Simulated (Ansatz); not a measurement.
Pressure coefficients of FeO

```cif
data_structure
_symmetry_space_group_name_H-M 'R-3m:H'
_symmetry_Int_Tables_number 166
_cell_length_a 3.0354
_cell_length_b 3.0354
_cell_length_c 7.5474
_cell_angle_alpha 90.000
_cell_angle_beta 90.000
_cell_angle_gamma 120.000
_cell_volume 60.22
loop_
_atom_site_label
_atom_site_type_symbol
_atom_site_symmetry_multiplicity
_atom_site_Wyckoff_symbol
_atom_site_fract_x
_atom_site_fract_y
_atom_site_fract_z
_atom_site_occupancy
Fe1 Fe 3 a 0.00000 0.00000 0.00000 1
O1 O 3 b 0.66667 0.33333 0.83333 1
```

The runs use the primitive cell with vectors (1.518, 0.876, 2.516), (-1.518, 0.876, 2.516), (0.000, -1.752, 2.516) Å, to which the k mesh refers.

The cell is a measured one (Crystallography Open Database entry 9009770); the temperature and pressure of the measurement aren't taken into account, and nothing was relaxed.

Semilocal functionals without U often leave such compounds metallic or with too small a gap, and the real magnetic order may differ.

Other magnetic orders may lie lower; this is the state that the run reached.

Method: DFT, PBE, all-electron LAPW, scalar-relativistic in Ansatz 0.2.0.

The runs use a Γ-centred 16×16×16 k mesh, Fermi–Dirac smearing of 0.03 eV, basis error target 0.5 meV/atom, spin-polarised from start moments Fe1 3 μB.

The cell is scaled evenly with fractional coordinates held.

| V/V(cell) | P (GPa) | cell moment (μB) |
| --- | --- | --- |
| 0.9500 | 9.69 | 4.000 |
| 0.9750 | 4.08 | 4.000 |
| 1.0000 | -0.80 | 4.000 |
| 1.0250 | -5.05 | 4.001 |

Task: From the rows at 0.9750 and 1.0250, what is the bulk modulus at the cell's volume?

Result: B = −ΔP/Δln V = −[(-5.05) − (4.08)]/0.05001 = 182.6 GPa.

Task: How does the moment scale with volume?

Result: dln M/dln V = ln(4.001/4.000)/0.05001 = 0.00: the moment hardly moves, as with a saturated or integer moment.

Task: Predict the row at V/V(cell) = 1.0500. How far is a linear estimate of P off?

Result: P = -8.74 GPa, moment 4.001 μB. The linear estimate P(cell) − B ln(V/V(cell)) = -9.71 GPa misses by 0.97 GPa, since the modulus falls on expansion.
